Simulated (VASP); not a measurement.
Set up this calculation in VASP 6.6.1, as the native input.

```yaml
Task: relaxation of cell and atoms
Functional: PBE
Potentials_or_basis: VASP PAW PBE potentials, release 64 (Ni, O)
Cutoff: 600 eV
k_mesh: 12 × 12 × 12
Occupations: gaussian, width 0.03 eV
Spin: collinear spin, ferromagnetic start
Starting_moments: "[2.0, 0.0] μB"
Further_INCAR_settings: ALGO = Normal; EDIFF = 1e-07; AMIX = 0.2; BMIX = 0.0001; IBRION = 2; EDIFFG = -0.005; NSW = 90; ISIF = 3
```

The structure of NiO lies in POSCAR:

```
NiO                                     
1.0
    0.0000000000      2.1060867199      2.1060867199
    2.1060867199      0.0000000000      2.1060867199
    2.1060867199      2.1060867199      0.0000000000
  Ni              O             
     1     1
Direct
     0.0000000000000000    0.0000000000000000    0.0000000000000000
     0.5000000000000000    0.5000000000000000    0.5000000000000000
```

One way to write it, as run:

INCAR

```
PREC = Accurate
ENCUT = 600
EDIFF = 1E-7
ISMEAR = 0
SIGMA = 0.03
LREAL = False
LASPH = True
NELM = 150
ALGO = Normal
ISIF = 3
LWAVE = False
LCHARG = False
ISPIN = 2
MAGMOM = 2 0
LORBIT = 11
LMAXMIX = 4
GGA = PE
IBRION = 2
NSW = 90
EDIFFG = -0.005
AMIX = 0.2
BMIX = 1E-4
AMIX_MAG = 0.8
BMIX_MAG = 1E-4
```

KPOINTS

```
Automatic mesh
0
Gamma
  12 12 12
```

Potentials or basis: VASP PAW PBE potentials, release 64 (Ni, O).

Launch:

```console
$ cat potpaw_PBE.64/Ni/POTCAR potpaw_PBE.64/O/POTCAR > POTCAR
$ mpirun -np 1 vasp_std > vasp.out
```

Results of the run:

| Property | Result |
| --- | --- |
| Pressure after relaxing | 0.1 GPa |
| Band gap on the k mesh | none (metal or under the smearing width) |
| Net moment | 1.79 μB per cell |
| Site moments | Ni +1.47; O +0.27 μB |
| Valence electrons inside the program's atomic spheres | Ni 8.94; O 4.97 |

Caveat: the relaxation stopped at its first step, so nothing moved; a cell with one magnetic atom can't hold antiferromagnetic order, which such compounds often take; semilocal functionals often make such compounds metallic where correlation or magnetic order opens a gap, which also shifts bond lengths.

Wall time 16 s on 1 thread of Intel(R) Xeon(R) 6975P-C (Granite Rapids), on a shared host, peak memory 0.17 GiB.
